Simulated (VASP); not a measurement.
A run of VASP 6.6.1 is set up as follows.

The input INCAR:

```
PREC = Accurate
ENCUT = 520
EDIFF = 1E-7
ISMEAR = -1
SIGMA = 0.05
LREAL = F
LASPH = T
NELM = 80
ALGO = Normal
ISIF = 2
LWAVE = F
LCHARG = F
METAGGA = RTPSS
LMIXTAU = T
NBANDS = 26
```

File KPOINTS:

```
regular mesh
0
Gamma
  10 10 5
```

POSCAR

```
GaN
1.0
    3.1800000000      0.0000000000      0.0000000000
   -1.5900000000      2.7539607840      0.0000000000
    0.0000000000      0.0000000000      5.1660000000
Ga N
2 2
Direct
    0.6666666667      0.3333333333      0.5000000000
    0.3333333333      0.6666666667      0.0000000000
    0.6666666667      0.3333333333      0.8750000000
    0.3333333333      0.6666666667      0.3750000000
```

Contents of KPOINTS_OPT:

```
path GMKGALHA,LM,KH
15
line-mode
reciprocal
 0.0000000000  0.0000000000  0.0000000000  G
 0.5000000000  0.0000000000  0.0000000000  M

 0.5000000000  0.0000000000  0.0000000000  M
 0.3333333333  0.3333333333  0.0000000000  K

 0.3333333333  0.3333333333  0.0000000000  K
 0.0000000000  0.0000000000  0.0000000000  G

 0.0000000000  0.0000000000  0.0000000000  G
 0.0000000000  0.0000000000  0.5000000000  A

 0.0000000000  0.0000000000  0.5000000000  A
 0.5000000000  0.0000000000  0.5000000000  L

 0.5000000000  0.0000000000  0.5000000000  L
 0.3333333333  0.3333333333  0.5000000000  H

 0.3333333333  0.3333333333  0.5000000000  H
 0.0000000000  0.0000000000  0.5000000000  A

 0.5000000000  0.0000000000  0.5000000000  L
 0.5000000000  0.0000000000  0.0000000000  M

 0.3333333333  0.3333333333  0.0000000000  K
 0.3333333333  0.3333333333  0.5000000000  H
```

Potentials or basis: VASP PAW PBE potentials, release 64 (Ga_d, N).

The run is started by

```sh
$ cat potpaw_PBE.64/Ga_d/POTCAR potpaw_PBE.64/N/POTCAR > POTCAR
$ mpirun -np 1 vasp_std > vasp.out
```

Task: What does it give for the pressure?

Result: 3.9 GPa.

Task: Predict the largest force.

Result: 0.147 eV/Å.

Task: Predict the band gap on the k mesh.

Result: 1.82 eV, direct.

Levels at the corners of the path, in eV from the valence-band top:
```
point  band 15  band 16  band 17  band 18  band 19  band 20  band 21  band 22
    Γ    -1.07    -0.06     0.00     0.00     1.82     4.34     9.23    10.13
    M    -4.34    -2.83    -2.33    -1.00     4.99     5.62     6.00     8.83
    M    -4.34    -2.83    -2.33    -1.00     4.99     5.62     6.00     8.83
    K    -5.38    -3.10    -3.10    -2.78     4.91     8.08     8.08     8.33
    K    -5.38    -3.10    -3.10    -2.78     4.91     8.08     8.08     8.33
    Γ    -1.07    -0.06     0.00     0.00     1.82     4.34     9.23    10.13
    Γ    -1.07    -0.06     0.00     0.00     1.82     4.34     9.23    10.13
    A    -0.55    -0.55    -0.55    -0.55     4.28     4.28     8.59     8.59
    A    -0.55    -0.55    -0.55    -0.55     4.28     4.28     8.59     8.59
    L    -1.99    -1.99    -1.96    -1.96     4.32     4.32     7.98     7.98
    L    -1.99    -1.99    -1.96    -1.96     4.32     4.32     7.98     7.98
    H    -4.35    -4.35    -1.52    -1.52     6.55     6.55     7.19     7.19
    H    -4.35    -4.35    -1.52    -1.52     6.55     6.55     7.19     7.19
    A    -0.55    -0.55    -0.55    -0.55     4.28     4.28     8.59     8.59
    L    -1.99    -1.99    -1.96    -1.96     4.32     4.32     7.98     7.98
    M    -4.34    -2.83    -2.33    -1.00     4.99     5.62     6.00     8.83
    K    -5.38    -3.10    -3.10    -2.78     4.91     8.08     8.08     8.33
    H    -4.35    -4.35    -1.52    -1.52     6.55     6.55     7.19     7.19
```

Caveat: the PAW data sets were made with another functional, which shifts forces and pressure a little.

**The experiment to reproduce.**

“Studying electronic properties in GaN without electrical contacts using γ-γ vs e−-γ Perturbed Angular Correlations”, 2019, pmc:6823545 quotes, for a bulk crystal of GaN: band gap 3.503 ± 0.005 eV (direct).

Measured gap of GaN: 3.503 eV (direct; quoted in “Studying electronic properties in GaN without electrical contacts using γ-γ vs e−-γ Perturbed Angular Correlations”, 2019, pmc:6823545). This calculation gives 1.82 eV (-1.68 eV). Spin-orbit coupling on Ga is left out. The value is that of revTPSS, without temperature or zero-point motion.
